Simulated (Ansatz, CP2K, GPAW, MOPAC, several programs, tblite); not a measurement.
## Many methods on one cell: AgBr (rocksalt)

AgBr built on the rocksalt prototype, relaxed with r2SCAN in Ansatz, was computed with several methods. It is cubic, Fm-3m (No. 225); a = 5.785 Å in the conventional setting, 24.21 Å³ an atom. Ag has 6 Br at 2.89 Å; Br has 6 Ag at 2.89 Å. No spin polarisation and no zero-point or thermal motion.

```cif
data_structure
_symmetry_space_group_name_H-M 'Fm-3m'
_symmetry_Int_Tables_number 225
_cell_length_a 5.7855
_cell_length_b 5.7855
_cell_length_c 5.7855
_cell_angle_alpha 90.000
_cell_angle_beta 90.000
_cell_angle_gamma 90.000
_cell_volume 193.65
loop_
_atom_site_label
_atom_site_type_symbol
_atom_site_symmetry_multiplicity
_atom_site_Wyckoff_symbol
_atom_site_fract_x
_atom_site_fract_y
_atom_site_fract_z
_atom_site_occupancy
Ag1 Ag 4 a 0.00000 0.00000 0.00000 1
Br1 Br 4 b 0.50000 0.00000 0.00000 1
```

Gaps and times are for a single point on this cell; volume and bulk modulus come from each method's own relaxation or energy curve at fixed shape. Times are rough, from shared hosts (Arm Neoverse V2), and each method has its own mesh and cell size. PM7 (MOPAC), GFN1-xTB (tblite), GFN2-xTB (tblite) treat a cluster of cells at its zone centre, which samples few k points: where these miss a band edge, the gap comes out too large for that reason alone. Gaps from k meshes are read at a limited set of points (mesh, symmetry points, PBE's band edges), so each method's own least gap may be somewhat smaller. xTB and the PM methods were fitted mostly to molecules, and can miss a solid's gap by electronvolts. Minimal bases can be far off for gaps. GLLB-SC's gap includes the derivative discontinuity. d marks a direct gap, i an indirect one (no mark: not told apart), a dash a value that wasn't computed or didn't pass its checks.

```tsv
method	kind	gap (eV)	own volume (Å³/atom)	bulk modulus (GPa)	atoms computed	processor time
light PBE (260 eV and a coarse mesh)	light plane-wave	0.78 i	–	–	2	0.64 s
PBE	semilocal	0.68 i	24.90	39	2	1.6 s
GFN1-xTB (tblite)	tight binding	1.78	25.23	56	64	2.5 s
r2SCAN	semilocal	1.29 i	24.21	45	2	3.8 s
GFN2-xTB (tblite)	tight binding	3.71	24.09	47	64	4.5 s
PBE/SZV (CP2K)	small basis	0.54 i	–	–	2	4.8 s
PBE/single zeta (GPAW)	small basis	0.38 i	–	–	2	7.4 s
GLLB-SC (GPAW)	model potential	1.84	–	–	2	9.3 s
PBE/DZVP (CP2K)	small basis	0.69 i	25.44	37	2	16 s
PM7 (MOPAC)	semi-empirical	2.37	–	–	64	89 s
```

Against r2SCAN (1.29 eV) and with closed or daggered gaps left aside, the nearest gap at the points sampled is that of GFN1-xTB (tblite) (+0.49 eV) and the farthest that of GFN2-xTB (tblite) (+2.42 eV). r2SCAN is only a yardstick of convenience: semilocal gaps usually lie below measured ones, which GLLB-SC and hybrids aim to mend.

Volumes against r2SCAN's: PBE +2.9 %, GFN1-xTB (tblite) +4.2 %, GFN2-xTB (tblite) -0.5 %, PBE/DZVP (CP2K) +5.1 %.

Spin-orbit coupling is left out.
